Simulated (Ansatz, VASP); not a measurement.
**Rb: VASP beside Ansatz**

INCAR

```
ALGO = Normal
EDIFF = 1E-6
ENCUT = 520
GGA = CA
ISIF = 2
ISMEAR = 1
LASPH = T
LCHARG = T
LELF = T
LREAL = F
LVHAR = T
LWAVE = F
NBANDS = 10
NELM = 80
PREC = Accurate
SIGMA = 0.026
```

KPOINTS

```
k-points
0
Gamma
  4 4 4
```

Contents of POSCAR:

```
Rb
1.0
    0.0000000000      3.6398846700      3.6398846700
    3.6398846700      0.0000000000      3.6398846700
    3.6398846700      3.6398846700      0.0000000000
Rb
1
Direct
    0.0000000000      0.0000000000      0.0000000000
```

Input for Ansatz:

```yaml
crystal:
  lattice:
    - [0.0, 3.63988467, 3.63988467]
    - [3.63988467, 0.0, 3.63988467]
    - [3.63988467, 3.63988467, 0.0]
  atoms:
    - { symbol: Rb, position: [0.0, 0.0, 0.0] }
basis:
  ecutwfc: 420
kpoints:
  mp_grid: { grid: [4, 4, 4] }
hamiltonian:
  xc: lda
scf:
  occupations: { method: cold, width: 0.026 }
  max_iter: 40
output:
  forces: true
  stress: true
  eigenvalues: true
```

Alike in both runs: task single point; functional LDA; k mesh 4 × 4 × 4; no spin polarisation.

|  | VASP | Ansatz |
| --- | --- | --- |
| version | VASP 6.6.1 | Ansatz 0.2.0 |
| potentials or method | VASP PAW LDA potentials, release 64 (Rb_sv) | scalar-relativistic, plane waves, PAW |
| plane-wave cutoff (eV) | 520 | 420 |
| occupations | methfessel-paxton of order 1, width 0.026 eV | cold, width 0.026 eV |
| valence electrons in the cell | 9 | 9 |

|  | VASP | Ansatz | Ansatz less VASP |
| --- | --- | --- | --- |
| gap on the k mesh at the Fermi level (eV) | none | none | - |
| pressure (GPa) | -0.5 | -0.5 | 0.00 |

A gap of «none» marks a metal or a gap that the smearing closes.

Caveats: the k mesh is coarse (spacing up to 0.37 Å⁻¹), so the values aren't converged.
